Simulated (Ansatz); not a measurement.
# Co (P6_3/mmc) in Ansatz: notebook

The runs below take Co through single point, with PBE.

All numbers are computed with Ansatz 0.2.0; they aren't measurements. Logs are shortened: lines on timing, memory, paths and dates and some standing lists are left out, and cuts for length are marked.

## Step 1: The crystal as given

Symmetry: P6_3/mmc, No. 194, hexagonal system. The conventional cell has a = 2.472 Å, b = 2.472 Å, c = 4.021 Å, α = 90.00°, β = 90.00°, γ = 120.00°. Around Co (site symmetry -6m2) lie 12 Co at 2.47 Å.

## Step 2: Single point, PBE, collinear spin, ferromagnetic start, 10.00 Å³/atom (volume scaled by 0.94)

The input, input.yaml:

```yaml
crystal:
  lattice:
    - [2.4215367659, 0.0, 0.0]
    - [-1.210768383, 2.0971123555, 0.0]
    - [0.0, 0.0, 3.9390568819]
  atoms:
    - { symbol: Co, position: [0.6666666667, 0.3333333333, 0.75], spin: 2.0 }
    - { symbol: Co, position: [0.3333333333, 0.6666666667, 0.25], spin: 2.0 }
kpoints:
  mp_grid: { grid: [12, 12, 7] }
scf:
  occupations: { method: fermi_dirac, width: 0.05 }
hamiltonian:
  xc: pbe
  pseudopotentials: { kind: all_electron, lapw: { basis_error: 0.0005 } }
magnetization:
  spin_polarized: true
output:
  forces: true
  stress: true
  eigenvalues: true
```

Potentials or basis: all-electron LAPW, scalar-relativistic.

Started as:

```sh
> ansatz run input.yaml --threads 2 --pin off --max-ram 5120MiB --backend cpu --events-out ev --progress --plain --runs-dir out
```

Output:

```text
Warning: RAYON_NUM_THREADS=2 ignored (pool sized by the plan → 2); use --threads N
LAPW: plane waves up to 9.665 Å⁻¹, error target 5.0e-4 eV per atom; small_component_spin mean_spin; Co in spheres of 1.208 Å, 17 of its electrons in bands, Dirac shells [] (how accurate: hamiltonian.pseudopotentials.lapw.basis_error, Limitations)
Engine: ansatz 0.2.0, x86_64-unknown-linux-gnu
Pseudopotentials: kind: all_electron
Pseudopotential: Co, LAPW, valence charge 17, lapw/all_electron/scalar/gaussian/Co, Koelling and Harmon's equation, gaussian nucleus
Functional definition: PBE
  parameter kappa = 0.804
  parameter beta = 0.06672455060314922
  exchange = pbe_x(kappa = kappa, mu = beta*pi^2/3)
  correlation = pbe_c(beta = beta)
Crystal: 2 atoms, lattice volume = 20.003 Å³
Basis set: ecut = 355.90596501585463 eV, 313 PW (Γ), exchange–correlation at level 2
Bands: 23, of which v1, the nominal top of the filled ones, is band 17 counted from 1 (16 counted from 0)
Symmetry: 24 space group operations
Space group: P63/mmc (ITA 194), of the structure as read, at distance tolerance 2.7e-5 Å
Magnetic group: BNS 194.263 (UNI 1493), of the structure as read, at distance tolerance 2.7e-5 Å
k-points: 76 of 1008
Non-local potential: Co, projectors of the file, none
Initial density: superposition of atomic densities (chi_scale 0.1, normalization cell)
Starting moments: Σ|m| = 4 μB on 2 of 2 sites
Initial wavefunctions: plane waves of lowest kinetic energy (no species holds an atomic orbital)
Functional: x = pbe(κ = 0.804, μ = 0.2195149727645171), c = pbe(β = 0.06672455060314922)
iter 1 solved again at ethr=3.16e-5 eV; its pass at ethr=1.00e-1 eV (dr2=1.08e-2 eV) is discarded
SCF iter   1: F=—  HF=-75834.906816 eV  |F-HF|=—  |Δ(HF+E_count)|=         —  Δρ=2.33e-2 (↑2.33e-2 ↓2.30e-2)  dr2=1.09e-2  dr2_m=9.35e-2  M=3.109 μB ∫|m|=3.221 μB  β_m=0.30  ethr=3.16e-5  ⟨swp⟩=3.4  Hψ=27168  notcnv=0
Mixer restart at iter 1: flushing history
preconditioner: auto → none  [metal: Δε(μ)=0.024 eV  Ē_g=10.290 eV  σ=0.050 eV  W_gap=0.12  n_scr=2 (ndim 8)  ℏωp=35.2 eV  f_vac=0.000  D(μ)=1.90/eV (n_scr^D=22)  sad-step TF]
SCF iter   2: F=—  HF=-75834.976089 eV  |F-HF|=—  |Δ(HF+E_count)|=   6.93e-2  Δρ=1.66e-2 (↑1.64e-2 ↓1.66e-2)  dr2=6.60e-3  dr2_m=4.77e-2  M=3.094 μB ∫|m|=3.242 μB  β_m=0.49  ethr=3.16e-5  ⟨swp⟩=2.6  Hψ=10057  notcnv=0  defer=1
SCF iter   3: F=—  HF=-75835.049295 eV  |F-HF|=—  |Δ(HF+E_count)|=   7.32e-2  Δρ=6.27e-3 (↑6.22e-3 ↓6.27e-3)  dr2=1.91e-3  dr2_m=6.12e-3  M=3.045 μB ∫|m|=3.268 μB  β_m=0.45  ethr=1.94e-5  ⟨swp⟩=3.0  Hψ=11505  notcnv=0
iter 4 solved again at ethr=3.91e-7 eV; its pass at ethr=5.61e-6 eV (dr2=1.33e-4 eV) is discarded
SCF iter   4: F=—  HF=-75835.058279 eV  |F-HF|=—  |Δ(HF+E_count)|=   8.98e-3  Δρ=1.52e-3 (↑1.12e-3 ↓1.52e-3)  dr2=1.33e-4  dr2_m=2.73e-4  M=3.040 μB ∫|m|=3.300 μB  β_m=0.72  ethr=3.91e-7  ⟨swp⟩=2.0  Hψ=17447  notcnv=0
SCF iter   5: F=—  HF=-75835.060306 eV  |F-HF|=—  |Δ(HF+E_count)|=   2.03e-3  Δρ=3.82e-4 (↑3.34e-4 ↓3.82e-4)  dr2=1.91e-6  dr2_m=2.24e-5  M=3.044 μB ∫|m|=3.328 μB  β_m=0.86  ethr=3.90e-7  ⟨swp⟩=3.0  Hψ=10817  notcnv=0
SCF iter   6: F=—  HF=-75835.060455 eV  |F-HF|=—  |Δ(HF+E_count)|=   1.49e-4  Δρ=2.80e-5 (↑2.80e-5 ↓1.85e-5)  dr2=1.31e-7  dr2_m=6.14e-8  M=3.045 μB ∫|m|=3.336 μB  β_m=0.87  ethr=5.63e-9  ⟨swp⟩=3.5  Hψ=11209  notcnv=0
SCF iter   7: F=—  HF=-75835.060456 eV  |F-HF|=—  |Δ(HF+E_count)|=   3.67e-7  Δρ=5.73e-6 (↑3.67e-6 ↓5.73e-6)  dr2=6.95e-9  dr2_m=1.93e-9  M=3.045 μB ∫|m|=3.336 μB  β_m=0.87  ethr=3.85e-10  ⟨swp⟩=3.0  Hψ=10398  notcnv=0
SCF iter   8: F=-75835.060456 eV  HF=-75835.060456 eV  |F-HF|=7.86e-10  |Δ(HF+E_count)|=   2.83e-8  Δρ=1.25e-6 (↑6.35e-7 ↓1.25e-6)  dr2=1.26e-10  dr2_m=1.35e-10  M=3.045 μB ∫|m|=3.336 μB  ethr=2.04e-11  ⟨swp⟩=2.8  Hψ=10138  notcnv=0
SCF 1 converged in 8 iterations: F = -75835.060456 eV  dr2 = 1.26e-10
SCF converged after 8 iterations
Magnetization: 3.0453 μB (18.5227 up, 15.4773 down)
Absolute magnetization: 3.3362 μB (∫|ρ↑−ρ↓|)
Spin contamination: 0.0451 ħ² per cell (⟨S²⟩ above its minimum at these occupations)
Per-site moments (μB) at R_I (Å): [(1.571875267379795, 1.207648080163109), (1.571875267379795, 1.207648080163109)]
Free energy (F): -75835.060456 eV
Harris-Foulkes:  -75835.060456 eV  (|F-HF|=7.86e-10)
Internal energy: -75835.046018 eV  (E = F + TS)
E sigma→0 (E₀):  -75835.053237 eV
Entropy (-TS):   -0.014438 eV (-7.219 meV/atom)
Fermi energy:    21.017757 eV
--- Per-component energies (eV) ---
  E_band       = -412.601386
  E_kinetic    = 76970.823435
  E_xc         = -3251.309223
  E_electrostatic = -149554.560230  (all electrons and nuclei)
  E_smearing   = -0.014438  (= −TS)
  E_closure    = 0.000000  (closes the sum)
  E_atoms      = -75818.578525  (free atoms, spherical and without spin; not in F)
  Σ components = -75835.060456   (vs F -75835.060456, Δ=0.00e0)
  Basis errors (estimates in eV, not in F): energy 9.5e-5 per atom: plane waves 8.6e-5 (6.2e-5 summed), levels above the bands 7.1e-94, relativity 2.0e-8, radial functions 9.1e-6, core shells 2.0e-9; eigenvalues (radial functions only) 1.2e-6; not estimated: angular momenta, meshes, grids; target (lapw.basis_error) 5.0e-4; muffin-tin radii Co 1.208 Å
--- Forces (eV/Å), atoms counted from 1 ---
  atom   1  Co    -0.00000000    -0.00000000     0.00000000
  atom   2  Co     0.00000000     0.00000000     0.00000000
  max |Σ_I F_I| component: 1.39e-17 eV/Å
--- Stress (GPa, compression-positive) ---
       21.676353       0.000000       0.000000
        0.000000      21.676353       0.000000
        0.000000       0.000000      18.790038
  P = ⅓ Tr σ = 20.7142 GPa (207.142 kbar)
--- Band table (eV; the first three rows and the last of 152) ---
  k-point 0 ↑: bands = ["-75.0653", "-74.9862", "-38.5140", "-38.1359", "-38.1359", "-38.0813", "-38.0753", "-38.0753", "11.5221", "15.4398", "18.2596", "18.3205", "18.3205", "18.6753", "18.6753", "19.1011", "19.1011", "20.3355", "20.3355", "20.7391", "28.0059", "43.5182", "46.8031"]
  k-point 1 ↑: bands = ["-75.0614", "-74.9901", "-38.4929", "-38.1329", "-38.1329", "-38.1031", "-38.0783", "-38.0783", "11.7394", "15.3969", "18.1996", "18.2662", "18.2662", "18.6140", "18.6140", "19.2374", "19.2374", "19.9894", "20.3227", "20.3227", "29.1706", "43.3855", "45.4864"]
  k-point 2 ↑: bands = ["-75.0505", "-75.0011", "-38.4336", "-38.1639", "-38.1245", "-38.1245", "-38.0867", "-38.0867", "12.3690", "15.1389", "18.0492", "18.2004", "18.2004", "18.4676", "18.4676", "18.7210", "19.5316", "19.5316", "20.2581", "20.2581", "31.7934", "41.8196", "43.9665"]
  k-point 75 ↓: bands = ["-73.0066", "-73.0066", "-36.5257", "-36.5257", "-36.4538", "-36.4227", "-36.2425", "-36.2425", "17.9919", "18.0878", "18.1219", "18.1219", "19.0489", "19.0489", "20.6213", "20.9125", "22.1815", "22.1815", "27.8274", "27.8274", "28.9682", "30.2727", "32.2068"]
```

It took 14 s on 2 threads of Intel Xeon 6975P-C (Granite Rapids), shared host; peak memory 0.6 GiB.

What came out:

```yaml
Free_energy: -75835.0605 eV
Pressure: 20.7 GPa
Band_gap_on_the_k_mesh: none (metal or under the smearing width)
Net_moment: 3.05 μB per cell
Absolute_moment: 3.34 μB per cell
Site_moments: Co +1.57 μB
```

## Step 3: Single point, PBE, collinear spin, ferromagnetic start, 10.21 Å³/atom (volume scaled by 0.96)

input.yaml: that of step 2 with these lines changed.

```diff
@@ -2,5 +2,5 @@
   lattice:
-    - [2.4215367659, 0.0, 0.0]
-    - [-1.210768383, 2.0971123555, 0.0]
-    - [0.0, 0.0, 3.9390568819]
+    - [2.4385904036, 0.0, 0.0]
+    - [-1.2192952018, 2.1118812389, 0.0]
+    - [0.0, 0.0, 3.9667976331]
   atoms:
```

Potentials or basis: all-electron LAPW, scalar-relativistic.

Started as:

```sh
> ansatz run input.yaml --threads 2 --pin off --max-ram 5120MiB --backend cpu --events-out ev --progress --plain --runs-dir out
```

It took 13 s on 2 threads of Intel Xeon 6975P-C (Granite Rapids), shared host; peak memory 0.61 GiB.

The run converged. Its results:

| Property | Result |
| --- | --- |
| Free energy | -75835.1074 eV |
| Pressure | 14.8 GPa |
| Band gap on the k mesh | none (metal or under the smearing width) |
| Net moment | 3.10 μB per cell |
| Absolute moment | 3.40 μB per cell |
| Site moments | Co +1.60 μB |

## Step 4: Single point, PBE, collinear spin, ferromagnetic start, 10.43 Å³/atom (volume scaled by 0.98)

input.yaml: that of step 3 with these lines changed.

```diff
@@ -2,5 +2,5 @@
   lattice:
-    - [2.4385904036, 0.0, 0.0]
-    - [-1.2192952018, 2.1118812389, 0.0]
-    - [0.0, 0.0, 3.9667976331]
+    - [2.4554087999, 0.0, 0.0]
+    - [-1.2277044, 2.1264463974, 0.0]
+    - [0.0, 0.0, 3.9941557227]
   atoms:
```

Started as:

```sh
> ansatz run input.yaml --threads 2 --pin off --max-ram 5120MiB --backend cpu --events-out ev --progress --plain --runs-dir out
```

Wall time 12 s (2 threads of Intel Xeon 6975P-C (Granite Rapids), shared host); peak memory 0.61 GiB.

It converged, with:

| Item | Value |
| --- | --- |
| Free energy | -75835.1394 eV |
| Pressure | 9.4 GPa |
| Band gap on the k mesh | none (metal or under the smearing width) |
| Net moment | 3.16 μB per cell |
| Absolute moment | 3.47 μB per cell |
| Site moments | Co +1.63 μB |

## Step 5: Single point, PBE, collinear spin, ferromagnetic start, 10.64 Å³/atom

input.yaml: that of step 4 with these lines changed.

```diff
@@ -2,5 +2,5 @@
   lattice:
-    - [2.4554087999, 0.0, 0.0]
-    - [-1.2277044, 2.1264463974, 0.0]
-    - [0.0, 0.0, 3.9941557227]
+    - [2.4719999032, 0.0, 0.0]
+    - [-1.2359999516, 2.1408147143, 0.0]
+    - [0.0, 0.0, 4.02114408]
   atoms:
```

Started as:

```sh
> ansatz run input.yaml --threads 2 --pin off --max-ram 5120MiB --backend cpu --events-out ev --progress --plain --runs-dir out
```

Run time: 14 s. Hardware: 2 threads of Intel Xeon 6975P-C (Granite Rapids), shared host; peak memory 0.6 GiB.

Results (log left out):

```
Free energy            : -75835.1580 eV
Pressure               : 4.6 GPa
Band gap on the k mesh : none (metal or under the smearing width)
Net moment             : 3.21 μB per cell
Absolute moment        : 3.53 μB per cell
Site moments           : Co +1.66 μB
```

## Step 6: Single point, PBE, collinear spin, ferromagnetic start, 10.85 Å³/atom (volume scaled by 1.02)

input.yaml: that of step 5 with these lines changed.

```diff
@@ -2,5 +2,5 @@
   lattice:
-    - [2.4719999032, 0.0, 0.0]
-    - [-1.2359999516, 2.1408147143, 0.0]
-    - [0.0, 0.0, 4.02114408]
+    - [2.4883712406, 0.0, 0.0]
+    - [-1.2441856203, 2.1549927084, 0.0]
+    - [0.0, 0.0, 4.0477749493]
   atoms:
```

Potentials or basis: all-electron LAPW, scalar-relativistic.

Started as:

```sh
> ansatz run input.yaml --threads 2 --pin off --max-ram 5120MiB --backend cpu --events-out ev --progress --plain --runs-dir out
```

Run time: 14 s. Hardware: 2 threads of Intel Xeon 6975P-C (Granite Rapids), shared host; peak memory 0.6 GiB.

The run converged. Its results:

- Free energy: -75835.1645 eV
- Pressure: 0.3 GPa
- Band gap on the k mesh: none (metal or under the smearing width)
- Net moment: 3.25 μB per cell
- Absolute moment: 3.58 μB per cell
- Site moments: Co +1.68 μB

## Step 7: Single point, PBE, collinear spin, ferromagnetic start, 11.07 Å³/atom (volume scaled by 1.04)

input.yaml: that of step 6 with these lines changed.

```diff
@@ -2,5 +2,5 @@
   lattice:
-    - [2.4883712406, 0.0, 0.0]
-    - [-1.2441856203, 2.1549927084, 0.0]
-    - [0.0, 0.0, 4.0477749493]
+    - [2.5045299482, 0.0, 0.0]
+    - [-1.2522649741, 2.1689865596, 0.0]
+    - [0.0, 0.0, 4.0740599388]
   atoms:
```

Started as:

```sh
> ansatz run input.yaml --threads 2 --pin off --max-ram 5120MiB --backend cpu --events-out ev --progress --plain --runs-dir out
```

It took 15 s on 2 threads of Intel Xeon 6975P-C (Granite Rapids), shared host; peak memory 0.61 GiB.

The run converged. Its results:

* Free energy: -75835.1601 eV
* Pressure: -3.6 GPa
* Band gap on the k mesh: none (metal or under the smearing width)
* Net moment: 3.29 μB per cell
* Absolute moment: 3.63 μB per cell
* Site moments: Co +1.70 μB

## Step 8: Single point, PBE, collinear spin, ferromagnetic start, 11.28 Å³/atom (volume scaled by 1.06)

input.yaml: that of step 7 with these lines changed.

```diff
@@ -2,5 +2,5 @@
   lattice:
-    - [2.5045299482, 0.0, 0.0]
-    - [-1.2522649741, 2.1689865596, 0.0]
-    - [0.0, 0.0, 4.0740599388]
+    - [2.5204827983, 0.0, 0.0]
+    - [-1.2602413992, 2.1828021331, 0.0]
+    - [0.0, 0.0, 4.1000100648]
   atoms:
```

Started as:

```sh
> ansatz run input.yaml --threads 2 --pin off --max-ram 5120MiB --backend cpu --events-out ev --progress --plain --runs-dir out
```

Wall time 15 s (2 threads of Intel Xeon 6975P-C (Granite Rapids), shared host); peak memory 0.61 GiB.

The run converged. Its results:

| Quantity | Value |
| --- | --- |
| Free energy | -75835.1458 eV |
| Pressure | -7.1 GPa |
| Band gap on the k mesh | none (metal or under the smearing width) |
| Net moment | 3.32 μB per cell |
| Absolute moment | 3.67 μB per cell |
| Site moments | Co +1.72 μB |

## Step 9: The reference run

An earlier run on the cell as given: functional PBE; potentials or basis all-electron LAPW, scalar-relativistic; cutoff 315 eV (chosen from the basis error); basis error allowed 0.001 eV/atom; k mesh 12 × 12 × 7; occupations fermi-dirac, width 0.05 eV; collinear spin, ferromagnetic start; starting moments [2.0, 2.0] μB.

* Pressure: 4.6 GPa
* Band gap on the k mesh: none (metal or under the smearing width)
* Net moment: 3.21 μB per cell
* Absolute moment: 3.53 μB per cell
* Site moments: Co +1.66 μB
